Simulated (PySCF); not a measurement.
## Telling isomers of C4H6 apart by NMR

- σ from GIAO-PBE0/pcSseg-1
- GFN2-xTB geometry
- spin–spin couplings from B3LYP/pcJ-1 (spin–dipole term left out of most H,H and C,H couplings)
- code: PySCF
- one conformer, relativity neglected, averaged over atoms made equivalent by symmetry, fast rotation or ring inversion, gas phase

δ = σ(ref) − σ, references computed at the same level: ¹H (σref 31.72) and ¹³C (σref 186.93) vs TMS. Multiplet labels drop J under 1 Hz and among equivalent protons, and merge close values. Unscaled 3J(H,H) run several per cent high. Shifts are as computed. Against solution values, carbons near 30 ppm lie about +3 ppm off and those near 130 ppm about +5 ppm. Of 1211 compounds with measured shifts, 218 miss one by over three times the rms of a fit or turn the order of signals round; such compounds aren't used in these exercises.

(1) Tabulate the signals of `C=CC=C`, `C1=CCC1` and their relative energies.

(2) What is the quickest way to tell C=CC=C from C1=CCC1?

Answers

(1) 
| SMILES | carbon types | δC | δH | E rel. (kcal/mol) |
| --- | --- | --- | --- | --- |
| C=CC=C | 2×CH 2×CH2 | 146.7, 125.3 | 6.61 (m, 2H), 5.54 (m, 2H), 5.45 (m, 2H) | 0.0 |
| C1=CCC1 | 2×CH 2×CH2 | 145.8, 32.8 | 6.29 (m, 2H), 2.65 (m, 4H) | 8.3 |

Energies are electronic energies at PBE0/pcSseg-1 on these geometries, without zero-point or thermal terms, each for the one conformer computed, which needn't be the lowest.

(2) Both give the same number of carbon signals, with the same numbers of each carbon type, so the positions decide. The first has a terminal =CH2 carbon at 125.3 ppm, the second an allylic sp3 CH2 at 32.8 ppm. Their most deshielded carbons lie at 146.7 and 145.8 ppm.
